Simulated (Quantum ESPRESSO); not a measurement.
Band structure of BeO (P6_3mc, 12 atoms in the cell).

```xyz
12
Lattice="2.7837 0.0000 0.0000 -1.3919 2.4108 0.0000 0.0000 0.0000 13.6597" Properties=species:S:1:pos:R:3 pbc="T T T"
Be     0.0000     0.0000     0.0000
Be     0.0000     0.0000     6.8299
Be     1.3919     0.8036    11.3820
Be     0.0000     1.6072     4.5521
Be     1.3919     0.8036     2.2743
Be     0.0000     1.6072     9.1042
O      0.0000     0.0000    11.9468
O      0.0000     0.0000     5.1169
O      1.3919     0.8036     9.6690
O      0.0000     1.6072     2.8392
O      1.3919     0.8036     0.5669
O      0.0000     1.6072     7.3967
```

Computed with PBE, GBRV 1.5 ultrasoft (PBE) pseudopotentials (plane waves; Quantum ESPRESSO).

Settings: ecutwfc = 40 Ry; ecutrho = 200 Ry; occupations = smearing; smearing = marzari-vanderbilt; degauss = 0.0036749 Ry; potentials = {Be: be_pbe_v1.4.uspp.F.UPF, O: o_pbe_v1.2.uspp.F.UPF}; K_POINTS = automatic 7 7 2 0 0 0; nbnd = 36; conv_thr = 1e-09 Ry.

The starting cell was generated: these elements placed on a structure prototype, without a prior relaxation; it need not be a known phase or ordering of this composition. Its lattice was rescaled by a random factor within 2.5 % of one.

### Question
Predict the gap along the standard path and the places of the band edges.

### Answer
The gap along the path is 6.59 eV, direct at Γ to within 0.01 eV.

Levels in eV from the top of the valence band on the SCF mesh, bands 27 to 34:
| point | 27 | 28 | 29 | 30 | 31 | 32 | 33 | 34 |
|---|---|---|---|---|---|---|---|---|
| Γ | -0.20 | 0.00 | 0.00 | 0.00 | 6.59 | 7.76 | 7.87 | 9.68 |
| M | -1.23 | -1.20 | -0.99 | -0.79 | 7.23 | 7.66 | 8.99 | 9.24 |
| K | -1.89 | -1.49 | -1.38 | -1.38 | 9.57 | 9.57 | 9.83 | 10.25 |
| A | -0.06 | -0.06 | -0.06 | -0.06 | 6.96 | 6.96 | 8.81 | 8.81 |
| L | -1.10 | -1.10 | -0.91 | -0.91 | 7.41 | 7.41 | 9.21 | 9.21 |
| H | -1.66 | -1.66 | -1.44 | -1.44 | 9.60 | 9.60 | 10.03 | 10.03 |
